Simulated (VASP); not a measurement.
Here is a VASP 6.6.1 calculation.

File POSCAR:

```
Pt
1.0
   -1.5842200000      1.5842200000      1.5842200000
    1.5842200000     -1.5842200000      1.5842200000
    1.5842200000      1.5842200000     -1.5842200000
Pt
1
Direct
    0.0000000000      0.0000000000      0.0000000000
```

The input INCAR.step1:

```
  PREC = Accurate
  ENCUT = 520
  EDIFF = 1E-6
  ISMEAR = -1
  SIGMA = 0.05
  LREAL = False
  LASPH = True
  NELM = 60
  ALGO = Normal
  ISIF = 2
  LWAVE = False
  LCHARG = True
  LMAXMIX = 4
  GGA = RE
```

The input KPOINTS.step1:

```
regular mesh
0
Gamma
  12 12 12
```

The input INCAR.step2:

```
  PREC = Accurate
  ENCUT = 520
  EDIFF = 1E-6
  ISMEAR = 0
  SIGMA = 0.05
  LREAL = False
  LASPH = True
  NELM = 60
  ALGO = Normal
  ISIF = 2
  LWAVE = False
  LCHARG = False
  LMAXMIX = 4
  GGA = RE
  ICHARG = 11
```

Contents of KPOINTS.step2:

```
path GHNGPH,PN
20
line-mode
reciprocal
 0.0000000000  0.0000000000  0.0000000000  G
 0.5000000000 -0.5000000000  0.5000000000  H

 0.5000000000 -0.5000000000  0.5000000000  H
 0.0000000000  0.0000000000  0.5000000000  N

 0.0000000000  0.0000000000  0.5000000000  N
 0.0000000000  0.0000000000  0.0000000000  G

 0.0000000000  0.0000000000  0.0000000000  G
 0.2500000000  0.2500000000  0.2500000000  P

 0.2500000000  0.2500000000  0.2500000000  P
 0.5000000000 -0.5000000000  0.5000000000  H

 0.2500000000  0.2500000000  0.2500000000  P
 0.0000000000  0.0000000000  0.5000000000  N
```

Potentials or basis: VASP PAW PBE potentials, release 64 (Pt).

The run is started by

```bash
$ cat potpaw_PBE.64/Pt/POTCAR > POTCAR
$ cp INCAR.step1 INCAR
$ cp KPOINTS.step1 KPOINTS
$ mpirun -np 1 vasp_std > vasp.out
$ cp INCAR.step2 INCAR
$ cp KPOINTS.step2 KPOINTS
$ mpirun -np 1 vasp_std > vasp.out
```

(1) Estimate the band gap along the path.

Answers

(1) none (metal or under the smearing width).

Caveat: spin-orbit coupling is left out, which moves the levels of the heavy elements.
